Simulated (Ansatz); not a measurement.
MnO:

```
CELL_PARAMETERS angstrom
0.00000 2.22391 2.22391
2.22391 0.00000 2.22391
2.22391 2.22391 0.00000
ATOMIC_POSITIONS crystal
Mn 0.00000 0.00000 0.00000
O 0.50000 0.50000 0.50000
```

The cell is a database's computed one.

Base run:

* Program: Ansatz 0.2.0
* Functional: RPBE
* Potentials or basis: Ansatz PAW
* Cutoff: 420 eV
* Density cutoff: 1680 eV
* k mesh: 10 × 10 × 10
* Occupations: fermi-dirac, width 0.05 eV
* Spin: collinear spin, ferromagnetic start
* Starting moments: [4.0, 0.0] μB

Its results: band gap on the k mesh none (metal or under the smearing width); pressure 5.6 GPa; net moment 4.82 μB per cell; site moments Mn +4.09; O +0.23 μB.

Q: After a change of settings the same cell gave: band gap on the k mesh none (metal or under the smearing width); pressure 4.2 GPa; net moment 4.72 μB per cell; site moments Mn +4.01; O +0.24 μB. Which change was it?
A. functional from RPBE to r2SCAN; cutoff from 420 eV to 500 eV; density cutoff from 1680 eV to 2000 eV; k mesh from 10 × 10 × 10 to 6 × 6 × 6
B. functional from RPBE to r2SCAN; cutoff from 420 eV to 500 eV; density cutoff from 1680 eV to 2000 eV
C. functional from RPBE to PBE; occupations from fermi-dirac, width 0.05 eV to gaussian, width 0.017 eV
D. functional from RPBE to rPW86-PBE

A: D.

Caveats: the potentials were made for another functional, which shifts forces and pressure; a cell with one magnetic atom can't hold antiferromagnetic order, which such compounds often take; semilocal functionals often make such compounds metallic where correlation or magnetic order opens a gap, which also shifts bond lengths; the PAW data sets come from PBE, with cores solved anew for the run's functional, which leaves a small shift of forces and pressure.

Not every run made on this cell is shown here.
